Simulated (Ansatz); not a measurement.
# TaN: straining the crystal, a stretch of c alone

Aim: apply a stretch of c alone to TaN from -4.5 to +4.5 %, where the rest of the cell is held and the atoms relax, and follow energy, stress and any gap.

Method: DFT r2SCAN, scalar-relativistic, plane waves, PAW, in Ansatz 0.2.0.

4 further runs of the same task are left out: 4 set aside as unsound or not needed.

### 1 The structure to begin with

It takes space group Fm-3m (No. 225, cubic). Conventional cell: a = 4.397 Å, b = 4.397 Å, c = 4.397 Å, α = 90.00°, β = 90.00°, γ = 90.00°. Ta (site symmetry m-3m) has 6 N at 2.20 Å as nearest neighbours. N (site symmetry m-3m) has 6 Ta at 2.20 Å as nearest neighbours.

As a file:

```cif
data_structure
_symmetry_space_group_name_H-M 'Fm-3m'
_symmetry_Int_Tables_number 225
_cell_length_a 4.3965
_cell_length_b 4.3965
_cell_length_c 4.3965
_cell_angle_alpha 90.000
_cell_angle_beta 90.000
_cell_angle_gamma 90.000
_cell_volume 84.98
loop_
_atom_site_label
_atom_site_type_symbol
_atom_site_symmetry_multiplicity
_atom_site_Wyckoff_symbol
_atom_site_fract_x
_atom_site_fract_y
_atom_site_fract_z
_atom_site_occupancy
Ta1 Ta 4 b 0.00000 0.50000 0.00000 1
N1 N 4 a 0.00000 0.00000 0.00000 1
```

### 2 Zero strain

input.yaml

```yaml
crystal:
  lattice:
    - [2.1982663152, 2.1982663152, 0.0]
    - [-2.1982663152, 2.1982663152, 0.0]
    - [0.0, 0.0, 4.3965326304]
  atoms:
    - { symbol: Ta, position: [0.5, 0.5, 0.0] }
    - { symbol: Ta, position: [0.0, 0.0, 0.5] }
    - { symbol: "N", position: [0.0, 0.0, 0.0] }
    - { symbol: "N", position: [0.5, 0.5, 0.5] }
basis:
  ecutwfc: 500
kpoints:
  mp_grid: { grid: [16, 16, 12] }
hamiltonian:
  xc: r2scan
scf:
  occupations: { method: gaussian, width: 0.1 }
output:
  forces: true
  stress: true
  eigenvalues: true
```

Run with:

```
ansatz run input.yaml --threads 1 --pin off --max-ram 2560MiB --backend cpu --events-out ev --progress --plain --runs-dir out
```

The session goes on with these runs: At -1.5 %; At +1.5 %; At -3.0 %; strain +3.0 %; At -4.5 %; the cell strained by +4.5 %.

What does the calculation give? Wanted: (1/V) d²E/dε² at zero strain, cubic fit.

**Answer**, as computed:

| quantity | value |
| --- | --- |
| largest energy cost | 58.9 meV/atom at -4.5 % |
| (1/V) d²E/dε² at zero strain, cubic fit | 734 GPa |

In words: The curvature of the energy, 734 GPa, is the elastic constant along c at held a and b. Compression by 4.5 % costs 58.9 meV/atom and stretching 39.2. On this cell's mesh the unstrained reference holds a stress of up to 0.10 GPa. The runs treat Ta without spin-orbit coupling.
